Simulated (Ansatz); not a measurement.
Runs of Ansatz 0.2.0 on Rh. It takes space group Fm-3m (No. 225, cubic). The conventional cell has a = 3.796 Å, b = 3.796 Å, c = 3.796 Å, α = 90.00°, β = 90.00°, γ = 90.00°. Around Rh (site symmetry m-3m) lie 12 Rh at 2.68 Å. 

| task | level | cell | cutoff (eV) | smearing | basis error allowed | gap on the mesh (eV) | pressure (GPa) | relaxed volume (Å³/atom) |
| --- | --- | --- | --- | --- | --- | --- | --- | --- |
| single point | PBEsol | as given | 278 | gaussian 0.02 eV | 0.001 eV/atom | none | -3.8 | - |
| single point | PBE | as given | 278 | gaussian 0.05 eV | 0.001 eV/atom | none | 7.2 | - |
| relaxation of cell and atoms | PBE+D4 | relaxed | - | fermi-dirac 0.05 eV | 0.001 eV/atom | - | 0.0 | 13.59 |
| relaxation of cell and atoms | PBEsol | relaxed | - | fermi-dirac 0.05 eV | 0.001 eV/atom | - | 0.0 | 13.49 |
| single point | PBE | as given | 278 | gaussian 0.012 eV | 0.001 eV/atom | none | 7.2 | - |
| band structure | BLYP | as given | 278 | fermi-dirac 0.05 eV | 0.001 eV/atom | - | (a) | - |
| relaxation of cell and atoms | PBE+D3(BJ) | relaxed | - | fermi-dirac 0.05 eV | 0.001 eV/atom | - | 0.0 | (b) |

Alike in all rows: potentials or basis all-electron LAPW, scalar-relativistic; no spin polarisation; k mesh 12 × 12 × 12.

**Question.** Fill in the values left out.

**Answer.** (a) 21.3; (b) 13.64.

Caveats: so large a pressure means that the cell lies far from this level's equilibrium, or that cutoff or potentials fall short (some runs).

A k mesh can miss the band edges, and the runs leave out spin-orbit coupling on Rh.

A gap of «none» marks a metal or a gap under the smearing width.

Not every run made on this cell is shown here.
